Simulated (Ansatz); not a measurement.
Trial structure of Mg, not yet relaxed:

```xyz
1
Lattice="2.1632 -2.4638 0.0000 2.1632 2.4638 0.0000 -1.0838 0.0000 2.2270" Properties=species:S:1:pos:R:3 pbc="T T T"
Mg    1.6213    0.0000    1.1135
```

Method: DFT PBE, scalar-relativistic, plane waves, PAW (Ansatz 0.2.0). Plane waves to 420 eV, a k mesh through Γ of 6×6×8 on the computed 1-atom cell and Gaussian smearing (0.10 eV); no spin polarisation.

Energies count from the standard state of Mg at the same level.

Q: How far from equilibrium is it?

A: The pressure is 7.4 GPa (the mean over three directions, positive in compression), the largest force is 0.00 eV/Å (symmetry fixes the atoms), and the energy is +0.64 eV/atom against the standard state. The shortest distance is 2.48 Å.

Q: How much does it gain on relaxing, and where does it end?

A: Relaxing gains about 0.63 eV/atom (the start's value is from the coarse mesh, so the gain is rough) in 23 ionic steps and ends at +0.01 eV/atom on the finer mesh. The symmetry goes from C2/m (No. 12) to I4/mmm (No. 139). The end has the indium (bct) type. At a tolerance of 0.15 Å it has Fm-3m, and so small a departure can be an unfinished slide or mesh noise. The volume per atom shrinks by 2.5 %, from 23.7 to 23.1 Å³. The shortest distance goes from 2.48 Å (Mg–Mg) to 3.19 Å (Mg–Mg). Conventional cell: a = 3.223 Å, c = 4.455 Å. Mg is surrounded by 12 Mg at 3.19–3.22 Å.

The last run used a 22×22×22 mesh for its 1-atom cell and Gaussian smearing of 0.10 eV. For metals, differences of a few meV/atom aren't resolved. The relaxation can't lower the symmetry of the start. A structure relaxed within its symmetry needn't be a true minimum.
